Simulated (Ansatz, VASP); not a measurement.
**Cross-check of LiCl between VASP and Ansatz**

Aim: how closely do two programs agree when they are given the same cell, functional and k mesh? The cell is taken from a series of VASP runs on this material, whose earlier steps may have relaxed, scaled or displaced it; both programs get it as it stands.

Calculated with Ansatz 0.2.0; plane waves, with VASP 6.6.1 beside it; relaxation of cell and atoms at LDA and band structure at r2SCAN-EpsX with an exact-exchange share of 0.329.

## 1. The starting structure

It takes space group Fm-3m (No. 225, cubic). Conventional cell: a = 4.960 Å, b = 4.960 Å, c = 4.960 Å, α = 90.00°, β = 90.00°, γ = 90.00°. Cl has 6 Li at 2.48 Å nearest. Nearest to Li lie 6 Cl at 2.48 Å. Farther neighbours and most contacts between anions are not listed.

## 2. Ansatz: relaxation of cell and atoms, LDA

Ansatz runs on its default PAW (the set named soft_2) files.

The relaxed volume is the usual yardstick between codes: its relative difference is about their pressure difference at one cell divided by the bulk modulus.

The input, input.yaml:

```yaml
crystal:
  lattice:
    - [0.0, 2.4799637232, 2.4799637232]
    - [2.4799637232, 0.0, 2.4799637232]
    - [2.4799637232, 2.4799637232, 0.0]
  atoms:
    - { symbol: Cl, position: [0.5, 0.5, 0.5] }
    - { symbol: Li, position: [0.0, 0.0, 0.0] }
hamiltonian:
  xc: lda
  pseudopotentials: { kind: paw }
kpoints:
  mp_grid: { grid: [8, 8, 8] }
scf:
  occupations: { method: gaussian, width: 0.03 }
relax:
  f_tol: 0.01
  max_steps: 60
  cell: { stress_tol: 0.05 }
output:
  forces: true
  stress: true
```

Launch:

```
ansatz run input.yaml --threads 4 --pin off --max-ram 9216MiB --backend cpu --events-out ev --progress --plain --runs-dir out
```

Numbers of over 12 decimals in the logs are rounded to 6 here.

Log:

```text
Engine: ansatz 0.2.0, aarch64-unknown-linux-gnu
Pseudopotentials: kind: paw
Pseudopotential: Cl, paw, valence charge 7, recommended cutoff 420 eV (normal), Cl.paw.azcp
Pseudopotential: Li, paw, valence charge 3, recommended cutoff 420 eV (normal), Li.paw.azcp
Functional definition: SPW92
  exchange = slater_x
  correlation = pw_c
Crystal: 2 atoms, lattice volume = 30.505 Å³
Basis set: ecut = 420 eV, 609 PW (Γ)
Bands: 9, of which v1, the nominal top of the filled ones, is band 5 counted from 1 (4 counted from 0)
Symmetry: 48 space group operations
Space group: Fm-3m (ITA 225), of the structure as read, at distance tolerance 3.1e-5 Å
k-points: 29 of 512
Non-local potential: Cl, projectors of the file, l = 0: 2, l = 1: 2, l = 2: 2
Non-local potential: Li, projectors of the file, l = 0: 3, l = 1: 2, l = 2: 1
PAW form: soft (Blöchl's): semilocal exchange-correlation on the pseudo side does not see the compensation charge
PAW frozen core: Cl, regenerated for the run's functional, and the local potential with it (the file was generated under x = pbe(κ = 0.804, μ = 0.219515), c = pbe(β = 0.066725))
PAW one-centre angular grid: Cl, 110 points (default); XC on 64 Gauss nodes
PAW one-centre angular grid: Li, 110 points (default); XC on 64 Gauss nodes
Initial density: superposition of atomic densities (neutral atoms: chi_scale 0, normalization atom), corrected by the library's trained network
Initial wavefunctions: pseudopotential atomic-orbital guess
Functional: x = slater, c = lda
SCF iter   1: F=—  HF=-1249.484322 eV  |F-HF|=—  |Δ(HF+E_count)|=         —  Δρ=7.21e-3  dr2=1.14e-2  ethr=1.77e-3  ⟨swp⟩=5.4  Hψ=1809  notcnv=0
preconditioner: auto → none  [insulator: Δε(μ)=6.425 eV  Ē_g=14.321 eV  σ=0.030 eV  W_gap=1.00  n_scr=8 (ndim 8)  ℏωp=19.0 eV  f_vac=0.000  D(μ)=0.00/eV (n_scr^D=0)  ε∞_Penn≈2.8]
SCF iter   2: F=—  HF=-1249.477441 eV  |F-HF|=—  |Δ(HF+E_count)|=   6.88e-3  Δρ=3.15e-3  dr2=1.27e-3  ethr=1.14e-4  ⟨swp⟩=3.0  Hψ=750  notcnv=0
SCF iter   3: F=—  HF=-1249.476421 eV  |F-HF|=—  |Δ(HF+E_count)|=   1.02e-3  Δρ=5.82e-4  dr2=1.19e-4  ethr=1.27e-5  ⟨swp⟩=2.0  Hψ=494  notcnv=0
SCF iter   4: F=—  HF=-1249.476381 eV  |F-HF|=—  |Δ(HF+E_count)|=   4.00e-5  Δρ=9.54e-5  dr2=1.26e-6  ethr=1.19e-6  ⟨swp⟩=2.6  Hψ=382  notcnv=0
SCF iter   5: F=—  HF=-1249.476377 eV  |F-HF|=—  |Δ(HF+E_count)|=   3.77e-6  Δρ=5.12e-6  dr2=6.56e-9  ethr=1.26e-8  ⟨swp⟩=2.4  Hψ=406  notcnv=0
SCF iter   6: F=-1249.476377 eV  HF=-1249.476377 eV  |F-HF|=2.96e-12  |Δ(HF+E_count)|=   1.53e-9  Δρ=5.44e-7  dr2=2.33e-11  ethr=6.56e-11  ⟨swp⟩=1.9  Hψ=785  notcnv=0
SCF 1 converged in 6 iterations: F = -1249.476377 eV  dr2 = 2.33e-11
  greatest PAW one-centre occupation: 1.000 electrons in one spin orbital (limit 2), on the Li atom at site 1 (counted from 0), in its partial waves of l = 0
relax step   1: F+E_penalty+E_count = -1249.47637719 eV  Δ(F+E_penalty+E_count) = +0.000e0 eV  max|allowed force component| = 9.696e-30 eV/Å  Δτ_max = 0.0000 Å  P = +0.111 GPa  Ω = 30.505 Å³  (6 SCF iters, dr2 threshold 1.00e-7 eV, accepted)
[...]
relax step   2: F+E_penalty+E_count = -1249.47639965 eV  Δ(F+E_penalty+E_count) = -2.246e-5 eV  max|allowed force component| = 1.327e-30 eV/Å  Δτ_max = 0.0000 Å  P = +0.044 GPa  Ω = 30.554 Å³  energy of the carried Pulay correction = -1.510e-6 eV  (3 SCF iters, dr2 threshold 3.07e-8 eV, accepted)
[...]
relax step   3: F+E_penalty+E_count = -1249.47640000 eV  Δ(F+E_penalty+E_count) = -3.492e-7 eV  max|allowed force component| = 8.320e-31 eV/Å  Δτ_max = 0.0000 Å  P = +0.044 GPa  Ω = 30.554 Å³  stress off target by 4.38e-2 GPa  SCF on the basis re-selected at this cell (its energy is not comparable with the rows above)  (4 SCF iters)
basis re-selected at this cell: Δ(F+E_penalty+E_count) = -3.492e-7 eV, ΔP = +0.000 GPa vs the last step (what re-selecting the basis moved, of the pressure what is left beyond the Pulay correction that the steps carried, after the strain that the cell walked since its last selection, with what the two solves' SCF thresholds leave and, on support functions, any second-order correction that the steps lacked; it is no m [...]
SCF converged after 4 iterations
Free energy (F): -1249.476400 eV
Harris-Foulkes:  -1249.476400 eV  (|F-HF|=4.55e-13)
Internal energy: -1249.476400 eV  (E = F + TS)
E sigma→0 (E₀):  -1249.476400 eV
Fermi energy:    5.649539 eV
--- Per-component energies (eV) ---
  E_band       = -95.736769
  E_kinetic    = 184.450756
  E_local      = -304.533142  (includes V_loc(G=0)·N_el)
  E_nonlocal   = -2.700948
  E_hartree    = 86.726417
  E_xc         = -117.528492
  E_vxc        = -136.602622  (∫ρ·V_xc dr)
  E_paw        = -643.877307  (= ΣΔE_a)
  E_vpaw       = -9.803754  (= ΣTr[D̂ρ^β])
  E_aug_tail   = 0.000116  (compensation charges beyond the density's cutoff)
  E_ewald      = -452.204292
  E_core_change = 0.190492  (= ΣΔE_core)
  E_smearing   = -0.000000  (= −TS)
  E_closure    = 0.000000  (closes the sum)
  Σ components = -1249.476400   (vs F -1249.476400, Δ=0.00e0)
--- Forces (eV/Å), atoms counted from 1 ---
  atom   1  Cl     0.00000000    -0.00000000    -0.00000000
  atom   2  Li    -0.00000000    -0.00000000    -0.00000000
  max |Σ_I F_I| component: 1.75e-30 eV/Å
--- Stress (GPa, compression-positive) ---
        0.043817      -0.000000      -0.000000
       -0.000000       0.043817      -0.000000
       -0.000000       0.000000       0.043817
  P = ⅓ Tr σ = 0.0438 GPa (0.438 kbar)
--- Relaxed structure (2 steps of the walk, 2 accepted, 1 SCFs on fresh bases) ---
  F+E_penalty+E_count = -1249.47640000 eV   max|allowed force component| = 8.320e-31 eV/Å   (the final SCF, on the basis selected at the relaxed cell)
  cell:  # Å, volume = 30.5544 Å³
    - [0, 2.481310, 2.481310]
    - [2.481310, 0, 2.481310]
    - [2.481310, 2.481310, 0]
  atoms:
    - { symbol: Cl, position: [0.5, 0.5, 0.5] }
    - { symbol: Li, position: [0, 0, 0] }
```

Wall time 0.9 s (4 threads of Arm Neoverse V1, shared host); peak memory 0.27 GiB; 2.6 s of CPU time.

## 3. VASP: relaxation of cell and atoms, LDA

The same cell, functional (in two slightly different forms), mesh and smearing now go to VASP, with its own data sets and cutoff.

Lines of VASP's logs that name or quote its potential files are left out, and so is its time.

The input, INCAR:

```
SYSTEM = LiCl
PREC = Accurate
ENCUT = 650
EDIFF = 1E-06
NELM = 100
ISMEAR = 0
SIGMA = 0.03
LREAL = .FALSE.
ALGO = Normal
GGA = CA
NBANDS = 11
LORBIT = 11
LWAVE = .FALSE.
LCHARG = .FALSE.
KPAR = 4
IBRION = 2
NSW = 50
ISIF = 3
EDIFFG = -0.006
```

The input, POSCAR:

```
LiCl
1.0
    0.0000000000      2.4799637232      2.4799637232
    2.4799637232      0.0000000000      2.4799637232
    2.4799637232      2.4799637232      0.0000000000
Cl Li
1 1
Direct
    0.5000000000      0.5000000000      0.5000000000
    0.0000000000      0.0000000000      0.0000000000
```

The input, KPOINTS:

```
Automatic mesh
0
Gamma
8 8 8
0 0 0
```

PAW data sets: Cl and Li_sv (LDA family, release 64).

Launch:

```
mpirun -np 4 vasp_std
```

Log:

```text
[banner, memory and clock lines left out]
running    4 mpi-ranks, on    1 nodes
 distrk:  each k-point on    1 cores,    4 groups
 distr:  one band on    1 cores,    1 groups

 POSCAR found type information on POSCAR ClLi
 POSCAR found :  2 types and       2 ions
 LDA part: xc-table for (Slater(with rela. corr.)+CA(PZ))
 , standard interpolation
 POSCAR, INCAR and KPOINTS ok, starting setup
 FFT: planning ... GRIDC
 FFT: planning ... GRID_SOFT
 FFT: planning ... GRID
 WAVECAR not read
 entering main loop
       N       E                     dE             d eps       ncg     rms          rms(c)
DAV:   1     0.435096360478E+02    0.43510E+02   -0.49104E+03   638   0.991E+02
DAV:   2    -0.563929986202E+01   -0.49149E+02   -0.47251E+02   833   0.157E+02
DAV:   3    -0.811052017736E+01   -0.24712E+01   -0.24645E+01   828   0.372E+01
DAV:   4    -0.816451776999E+01   -0.53998E-01   -0.53956E-01   910   0.583E+00
DAV:   5    -0.816523769719E+01   -0.71993E-03   -0.71989E-03   810   0.591E-01    0.253E+00
DAV:   6    -0.810310879318E+01    0.62129E-01   -0.11118E-01   837   0.163E+00    0.175E+00
DAV:   7    -0.809558856961E+01    0.75202E-02   -0.29996E-02   945   0.932E-01    0.834E-01
DAV:   8    -0.809541837238E+01    0.17020E-03   -0.23826E-03   903   0.348E-01    0.115E-01
DAV:   9    -0.809539969995E+01    0.18672E-04   -0.95779E-05   785   0.713E-02    0.248E-02
DAV:  10    -0.809540666674E+01   -0.69668E-05   -0.69121E-06   785   0.207E-02    0.626E-03
DAV:  11    -0.809540657164E+01    0.95108E-07   -0.79910E-07   480   0.679E-03
   1 F= -.80954066E+01 E0= -.80954066E+01  d E =-.809541E+01
 curvature:   0.00 expect dE= 0.000E+00 dE for cont linesearch  0.000E+00
 trial: gam= 0.00000 g(F)=  0.294E-60 g(S)=  0.117E-05 ort = 0.000E+00 (trialstep = 0.100E+01)
 search vector abs. value=  0.117E-05
 reached required accuracy - stopping structural energy minimisation
```

From OUTCAR (step 3):

```text
ion  position               nearest neighbor table
   1  0.500  0.500  0.500-   2 2.48   2 2.48   2 2.48   2 2.48   2 2.48   2 2.48
   2  0.000  0.000  0.000-   1 2.48   1 2.48   1 2.48   1 2.48   1 2.48   1 2.48

  LATTYP: Found a face centered cubic cell.
 ALAT       =     4.9599274464

 Subroutine GETGRP returns: Found 48 space group operations
 (whereof 48 operations were pure point group operations)

The static configuration has the point symmetry O_h .

 Found     29 irreducible k-points:

   k-points           NKPTS =     29   k-points in BZ     NKDIM =     29   number of bands    NBANDS=     11

   dimension x,y,z NGX =    30 NGY =   30 NGZ =   30
   dimension x,y,z NGXF=    60 NGYF=   60 NGZF=   60

   ENCUT  =  650.0 eV  47.77 Ry    6.91 a.u.   7.29  7.29  7.29*2*pi/ulx,y,z

   NELECT =      10.0000    total number of electrons

 k-points in reciprocal lattice and weights: Automatic mesh
   0.00000000  0.00000000  0.00000000       0.002
   0.12500000  0.00000000  0.00000000       0.016
   0.25000000  0.00000000  0.00000000       0.016
   0.37500000  0.00000000  0.00000000       0.016
   0.50000000  0.00000000  0.00000000       0.008
   0.12500000  0.12500000  0.00000000       0.012
   0.25000000  0.12500000  0.00000000       0.047
   0.37500000  0.12500000  0.00000000       0.047
   0.50000000  0.12500000  0.00000000       0.047
[...]
-0.37500000  0.50000000  0.12500000       0.023
  -0.25000000  0.50000000  0.25000000       0.012

 average (electrostatic) potential at core
       1 -95.9351       2 -63.8951

 E-fermi :   1.4930

 k-point     1 :       0.0000    0.0000    0.0000
  band No.  band energies     occupation
      1     -41.0610      2.00000
      2     -12.4423      2.00000
      3       1.2716      2.00000
      4       1.2716      2.00000
      5       1.2716      2.00000
      6       7.9026      0.00000
      7      13.0868      0.00000
      8      13.0868      0.00000
      9      13.0868      0.00000
     10      15.9643      0.00000
    ...

 k-point     2 :       0.1250    0.0000    0.0000
  band No.  band energies     occupation
      1     -41.0603      2.00000
      2     -12.3474      2.00000
      3       0.6483      2.00000
      4       1.2216      2.00000
      5       1.2216      2.00000
      6       8.3609      0.00000
      7      12.3104      0.00000
      8      13.0168      0.00000
      9      13.0168      0.00000
     10      14.3828      0.00000
    ...

 k-point     3 :       0.2500    0.0000    0.0000
  band No.  band energies     occupation
      1     -41.0583      2.00000
      2     -12.1019      2.00000
      3      -0.5942      2.00000
      4       1.1087      2.00000
      5       1.1087      2.00000
      6       8.5322      0.00000
      7      11.8036      0.00000
      8      11.8036      0.00000
      9      12.4676      0.00000
     10      15.2953      0.00000
    ...

  Total        0.0040281      0.0040281      0.0040281      0.0000000      0.0000000      0.0000000
  in kB        0.2115650      0.2115650      0.2115650      0.0000000      0.0000000      0.0000000
  external PRESSURE =       0.2115650 kB  Pullay stress =       0.0000000 kB

  energy-cutoff  :      650.00
  volume of cell :       30.50
      direct lattice vectors                 reciprocal lattice vectors
     0.000000000  2.479963723  2.479963723    -0.201615852  0.201615852  0.201615852
     2.479963723  0.000000000  2.479963723     0.201615852 -0.201615852  0.201615852
     2.479963723  2.479963723  0.000000000     0.201615852  0.201615852 -0.201615852

 POSITION                                       TOTAL-FORCE (eV/Angst)
 -----------------------------------------------------------------------------------
      2.47996      2.47996      2.47996         0.000000      0.000000      0.000000
      0.00000      0.00000      0.00000        -0.000000     -0.000000     -0.000000
 -----------------------------------------------------------------------------------
    total drift:                               -0.000000     -0.000000      0.000000

  FREE ENERGIE OF THE ION-ELECTRON SYSTEM (eV)
  ---------------------------------------------------
  free  energy   TOTEN  =        -8.0954065716 eV

  energy  without entropy=       -8.0954065716  energy(sigma->0) =       -8.09540657

 reached required accuracy - stopping structural energy minimisation

 total charge
# of ion       s       p       d       tot
------------------------------------------
    1        1.585   3.579   0.000   5.164
    2        2.010   0.057   0.000   2.067
--------------------------------------------------
tot          3.596   3.636   0.000   7.232

[... 3 further parts left out ...]
```

CONTCAR:

```
LiCl
   1.00000000000000
     0.0000000000000000    2.4799637232000000    2.4799637232000000
     2.4799637232000000    0.0000000000000000    2.4799637232000000
     2.4799637232000000    2.4799637232000000    0.0000000000000000
  Cl              Li
     1     1
Direct
     0.5000000000000000    0.5000000000000000    0.5000000000000000
     0.0000000000000000    0.0000000000000000    0.0000000000000000
```

The run keeps the 48 symmetry operations of its start, so it cannot find a distortion of lower symmetry.

## 4. Comparison

Known differences besides the potentials themselves: the two LDA forms differ slightly; both relaxations stop at a tolerance, which leaves soft axes loose, and VASP keeps its plane-wave basis; the cutoff is 420 eV in Ansatz and 650 eV in VASP; VASP's log shows a relativistic correction to its local exchange, Ansatz's none; Ansatz adds a Pulay correction to the stress that steers its cell, VASP none. Total energies have different zeros and are not compared.

Both answers:

```
                                         quantity  Ansatz   VASP  difference
                                      volume (Å³)   30.55  30.50     +0.16 %
edge a after relaxation, in the typed setting (Å)   3.509  3.507     +0.05 %
```

The walks stopped with 0.04 GPa left in Ansatz and 0.02 GPa in VASP; each walk ends within a tolerance, so the volume difference is uncertain by about these residues over the bulk modulus, most in soft cells.

[end of part 1 of 2]

[Lines on the potential files, build, host, timing and source positions are cut from VASP's logs without a mark.]

[Logs are printed without paths, hosts, clocks, repeated set-up lines and the standing remarks that a program may print on its own settings, such as how far it seeks lower states.]

[Hosts, paths, dates, database ids (printed as entryN), source tags and the programs' standing remarks are cut or masked in the printed files.]
